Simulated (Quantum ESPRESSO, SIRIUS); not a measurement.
# Al: the pressure in 2 programs

The cell as given:

The structure is cubic, space group Fm-3m (No. 225). Conventional cell: a = 4.050 Å, b = 4.050 Å, c = 4.050 Å, α = 90.00°, β = 90.00°, γ = 90.00°. Around Al (site symmetry m-3m) lie 12 Al at 2.86 Å.

Kept alike: task relaxation of cell and atoms; functional PBE; k mesh 11 × 11 × 11; occupations fermi-dirac, width 0.05 eV; no spin polarisation. The mesh is that of the run's cell of 1 atom. No spin-orbit coupling.

- A: Quantum ESPRESSO, SSSP 1.3 efficiency PBE, cutoff 857 eV
- B: SIRIUS, PseudoDojo 0.4.1 PBE standard (scalar relativistic), cutoff 557 eV

| pressure (GPa) | A: volume (Å³/atom) | B: volume (Å³/atom) |
| --- | --- | --- |
| 0 | 16.500 | 16.462 |
| 5 | 15.610 | 15.574 |
| 10 | 14.913 | 14.885 |

Values hold for each row's relaxed cell, which stops near the pressure aimed at. The runs follow the start's structure, whether or not it is the stable one at these pressures. For a metal such a mesh leaves the last digits unconverged.

**Question.** How large is the effect of the pressure, and do the programs agree on it?

**Answer.** From 0 to 10 GPa the volume moves by -1.587 in A, -1.577 in B (Å³/atom). Row by row the programs differ by 0.028 to 0.038, and over this span the shifts, as printed, agree within about 1 %.
